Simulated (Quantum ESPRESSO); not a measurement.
Set up this calculation in Quantum ESPRESSO 7.5, as the native input.

* Task: band structure
* Functional: PBE
* Potentials or basis: PseudoDojo 0.4.1 SR PBE standard
* Cutoff: 1333 eV
* Density cutoff: 5333 eV
* k mesh: 8 × 7 × 5
* Occupations: fermi-dirac, width 0.05 eV
* Spin: collinear spin, ferromagnetic start
* Starting moments: [1.0, 1.0, 0.0, 0.0] μB
* Mixing beta: 0.3
* Most SCF iterations: 120
* SCF threshold: 8e-10 Ry

The system is SiNi.

```
Ni Si
1.0
     2.94277    0.00000    0.00000
     0.00000    3.28033    0.00000
     0.00000    0.00000    4.67745
Ni Si
2 2
Direct
  0.50000 0.50000 0.34250
  0.00000 0.00000 0.65750
  0.50000 0.50000 0.84314
  0.00000 0.00000 0.15686
```

The cell is a database's computed one.

These files were run (other wordings do the same):

pw.in

```
&CONTROL
  calculation = 'scf'
  prefix = 'pwscf'
  outdir = './tmp'
  pseudo_dir = './pseudo'
  tprnfor = .true.
  tstress = .true.
  disk_io = 'low'
/
&SYSTEM
  ibrav = 0
  celldm(1) = 8
  nat = 4
  ntyp = 2
  ecutwfc = 98
  nbnd = 34
  occupations = 'smearing'
  smearing = 'fd'
  degauss = 0.00367493
  nspin = 2
  starting_magnetization(1) = 0.0556
  starting_magnetization(2) = 0
/
&ELECTRONS
  conv_thr = 8d-10
  electron_maxstep = 120
  mixing_beta = 0.3
/
ATOMIC_SPECIES
Ni    58.6934 Ni.upf
Si    28.0850 Si.upf
CELL_PARAMETERS alat
  0.6951288243730   0.0000000000000   0.0000000000000
  0.0000000000000   0.7748646087769   0.0000000000000
  0.0000000000000   0.0000000000000   1.1048866673648
ATOMIC_POSITIONS crystal
Ni     0.5000000000    0.5000000000    0.3424955900
Ni     0.0000000000    0.0000000000    0.6575044100
Si     0.5000000000    0.5000000000    0.8431431600
Si     0.0000000000    0.0000000000    0.1568568400
K_POINTS automatic
8 7 5 0 0 0
```

bands.in

```
&CONTROL
  calculation = 'bands'
  prefix = 'pwscf'
  outdir = './tmp'
  pseudo_dir = './pseudo'
  disk_io = 'low'
  verbosity = 'high'
/
&SYSTEM
  ibrav = 0
  celldm(1) = 8
  nat = 4
  ntyp = 2
  ecutwfc = 98
  nbnd = 34
  occupations = 'smearing'
  smearing = 'fd'
  degauss = 0.00367493
  nspin = 2
  starting_magnetization(1) = 0.0556
  starting_magnetization(2) = 0
/
&ELECTRONS
  conv_thr = 1d-08
  electron_maxstep = 120
  mixing_beta = 0.3
  diago_full_acc = .true.
  startingwfc = 'random'
/
ATOMIC_SPECIES
Ni    58.6934 Ni.upf
Si    28.0850 Si.upf
CELL_PARAMETERS alat
  0.6951288243730   0.0000000000000   0.0000000000000
  0.0000000000000   0.7748646087769   0.0000000000000
  0.0000000000000   0.0000000000000   1.1048866673648
ATOMIC_POSITIONS crystal
Ni     0.5000000000    0.5000000000    0.3424955900
Ni     0.0000000000    0.0000000000    0.6575044100
Si     0.5000000000    0.5000000000    0.8431431600
Si     0.0000000000    0.0000000000    0.1568568400
K_POINTS crystal
60
 0.0000000000  0.0000000000  0.0000000000 1
 0.1000000000  0.0000000000  0.0000000000 1
 0.2000000000  0.0000000000  0.0000000000 1
 0.3000000000  0.0000000000  0.0000000000 1
 0.4000000000  0.0000000000  0.0000000000 1
 0.5000000000  0.0000000000  0.0000000000 1
 0.5000000000  0.1250000000  0.0000000000 1
 0.5000000000  0.2500000000  0.0000000000 1
 0.5000000000  0.3750000000  0.0000000000 1
 0.5000000000  0.5000000000  0.0000000000 1
 0.4000000000  0.5000000000  0.0000000000 1
 0.3000000000  0.5000000000  0.0000000000 1
 0.2000000000  0.5000000000  0.0000000000 1
 0.1000000000  0.5000000000  0.0000000000 1
 0.0000000000  0.5000000000  0.0000000000 1
 0.0000000000  0.4000000000  0.0000000000 1
 0.0000000000  0.3000000000  0.0000000000 1
 0.0000000000  0.2000000000  0.0000000000 1
 0.0000000000  0.1000000000  0.0000000000 1
 0.0000000000  0.0000000000  0.0000000000 1
 0.0000000000  0.0000000000  0.1666666667 1
 0.0000000000  0.0000000000  0.3333333333 1
 0.0000000000  0.0000000000  0.5000000000 1
 0.0833333333  0.0000000000  0.5000000000 1
 0.1666666667  0.0000000000  0.5000000000 1
 0.2500000000  0.0000000000  0.5000000000 1
 0.3333333333  0.0000000000  0.5000000000 1
 0.4166666667  0.0000000000  0.5000000000 1
 0.5000000000  0.0000000000  0.5000000000 1
 0.5000000000  0.1000000000  0.5000000000 1
 0.5000000000  0.2000000000  0.5000000000 1
 0.5000000000  0.3000000000  0.5000000000 1
 0.5000000000  0.4000000000  0.5000000000 1
 0.5000000000  0.5000000000  0.5000000000 1
 0.4166666667  0.5000000000  0.5000000000 1
 0.3333333333  0.5000000000  0.5000000000 1
 0.2500000000  0.5000000000  0.5000000000 1
 0.1666666667  0.5000000000  0.5000000000 1
 0.0833333333  0.5000000000  0.5000000000 1
 0.0000000000  0.5000000000  0.5000000000 1
 0.0000000000  0.4166666667  0.5000000000 1
 0.0000000000  0.3333333333  0.5000000000 1
 0.0000000000  0.2500000000  0.5000000000 1
 0.0000000000  0.1666666667  0.5000000000 1
 0.0000000000  0.0833333333  0.5000000000 1
 0.0000000000  0.0000000000  0.5000000000 1
 0.0000000000  0.5000000000  0.0000000000 1
 0.0000000000  0.5000000000  0.1250000000 1
 0.0000000000  0.5000000000  0.2500000000 1
 0.0000000000  0.5000000000  0.3750000000 1
 0.0000000000  0.5000000000  0.5000000000 1
 0.5000000000  0.0000000000  0.5000000000 1
 0.5000000000  0.0000000000  0.3750000000 1
 0.5000000000  0.0000000000  0.2500000000 1
 0.5000000000  0.0000000000  0.1250000000 1
 0.5000000000  0.0000000000  0.0000000000 1
 0.5000000000  0.5000000000  0.0000000000 1
 0.5000000000  0.5000000000  0.1666666667 1
 0.5000000000  0.5000000000  0.3333333333 1
 0.5000000000  0.5000000000  0.5000000000 1
```

Potentials or basis: PseudoDojo 0.4.1 SR PBE standard.

Run with:

```sh
$ OMP_NUM_THREADS=1 pw.x -in pw.in > pw.out
$ OMP_NUM_THREADS=1 pw.x -in bands.in > bands.out
```

Results of the run:

```yaml
Pressure: 6.7 GPa
Largest_force: 0.042 eV/Å
Band_gap_on_the_k_mesh: none (metal or under the smearing width)
Net_moment: 0.00 μB per cell
Absolute_moment: 0.00 μB per cell
Valence_electrons_inside_the_program's_atomic_spheres: Ni 16.49; Si 1.81
```

Wall time 11 min on 1 thread of Arm Neoverse V1 (shared host), peak memory 0.4 GiB.
